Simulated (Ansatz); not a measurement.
Here is an Ansatz 0.2.0 calculation.

input.yaml

```yaml
crystal:
  lattice:
    - [-1.9295595657, 1.9295595657, 1.9295595657]
    - [1.9295595657, -1.9295595657, 1.9295595657]
    - [1.9295595657, 1.9295595657, -1.9295595657]
  atoms:
    - { symbol: Tl, position_ang: [0.0, 0.0, 0.0], spin: -0.56 }
kpoints:
  mp_grid: { grid: [10, 10, 10] }
scf:
  occupations: { method: gaussian, width: 0.1 }
hamiltonian:
  xc: pbe
  dispersion: d3bj
  pseudopotentials: { kind: all_electron, lapw: { basis_error: 0.001 } }
magnetization:
  spin_polarized: true
output:
  forces: true
  stress: true
  eigenvalues: true
  populations: true
```

Potentials or basis: all-electron LAPW, scalar-relativistic.

The run is started by

```console
$ ansatz run input.yaml --threads 1 --pin off --max-ram 2560MiB --backend cpu --events-out ev --progress --plain --runs-dir out
```

**Question.** Predict the pressure.

**Answer.** 1.0 GPa.

**Question.** What does it give for the band gap on the k mesh?

**Answer.** None (metal or under the smearing width).

**Question.** Estimate the net moment.

**Answer.** 0.00 μB per cell.

**Question.** Estimate the absolute moment.

**Answer.** 0.00 μB per cell.

Caveat: pairwise dispersion overbinds metals, which lowers pressure and volume; the starting moments weren't kept. The run has no spin-orbit coupling, so splittings on Tl are missing.
